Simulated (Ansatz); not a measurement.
HfN:

```
Hf N
1.0
     0.00000    2.25600    2.25600
     2.25600    0.00000    2.25600
     2.25600    2.25600    0.00000
Hf N
1 1
Direct
  0.00000 0.00000 0.00000
  0.50000 0.50000 0.50000
```

* Program: Ansatz 0.2.0
* Task: single point
* Functional: PBEsol
* Potentials or basis: Ansatz PAW
* Cutoff: 420 eV (not typed: the program's choice for these potentials)
* k mesh: 10 × 10 × 10
* Occupations: fermi-dirac, width 0.05 eV
* Spin: no spin polarisation

On this cell: pressure -1.9 GPa; largest force zero by symmetry; band gap on the k mesh none (metal or under the smearing width).

The same run follows on a disturbed copy (atoms moved at random, drawn with an rms of 0.05 Å):

```
Hf N
1.0
     0.00000    2.25600    2.25600
     2.25600    0.00000    2.25600
     2.25600    2.25600    0.00000
Hf N
1 1
Direct
  0.02558 0.01152 0.98645
  0.48681 0.50285 0.51365
```

What changes?

The energy (extrapolated to zero smearing) moves by +39.6 meV/atom; pressure -0.1 GPa; largest force 1.369 eV/Å; band gap on the k mesh none (metal or under the smearing width).

Forces in eV/Å, atoms in the order of the input:
```
Hf   0.481 -0.301 -1.245
N   -0.481  0.301  1.245
```

Stress tensor (GPa, compression positive):
```
-1.18  0.11  0.50
 0.11 -1.56 -0.32
 0.50 -0.32  2.44
```

Caveats: the PAW data sets come from PBE, with cores solved anew for the run's functional, which leaves a small shift of forces and pressure.
